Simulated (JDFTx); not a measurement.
BAs:

```
CELL_PARAMETERS angstrom
0.00000 2.38850 2.38850
2.38850 0.00000 2.38850
2.38850 2.38850 0.00000
ATOMIC_POSITIONS crystal
As 0.75000 0.75000 0.75000
B 0.00000 0.00000 0.00000
```

Base run:

```yaml
Program: JDFTx 1.7.0 (patched build)
Functional: LDA
Potentials_or_basis: PseudoDojo-SR-LDA-0.4.1-standard with smoothed tails
Cutoff: 1088 eV
Density_cutoff: 8708 eV
k_mesh: 10 × 10 × 10
Occupations: fermi-dirac, width 0.05 eV
Spin: no spin polarisation
```

Its results: band gap on the k mesh 1.14 eV, indirect (least direct gap 3.26 eV); pressure -4.2 GPa.

Task: After a change of settings the same cell gave: band gap on the k mesh 1.43 eV, indirect (least direct gap 3.38 eV); pressure 8.0 GPa. Which change was it?
A. functional from LDA to PBEsol; potentials or basis from PseudoDojo-SR-LDA-0.4.1-standard with smoothed tails to PseudoDojo-SR-PBEsol-0.4.1-standard with smoothed tails; cutoff from 1088 eV to 1143 eV; density cutoff from 8708 eV to 9143 eV
B. functional from LDA to BLYP; potentials or basis from PseudoDojo-SR-LDA-0.4.1-standard with smoothed tails to PseudoDojo-SR-PBE-0.5-standard with smoothed tails; cutoff from 1088 eV to 1143 eV; density cutoff from 8708 eV to 9143 eV
C. functional from LDA to r2SCAN; potentials or basis from PseudoDojo-SR-LDA-0.4.1-standard with smoothed tails to SG15-PBE-1.2 with smoothed tails; valence electrons from 18 to 8

Result: B.

Caveats: the cores' own exchange energy is taken off the total, which shifts forces and pressure where cores overlap (some runs); the potentials were made for another functional, which shifts forces and pressure (some runs).

Runs at the PBE level aren't shown here.
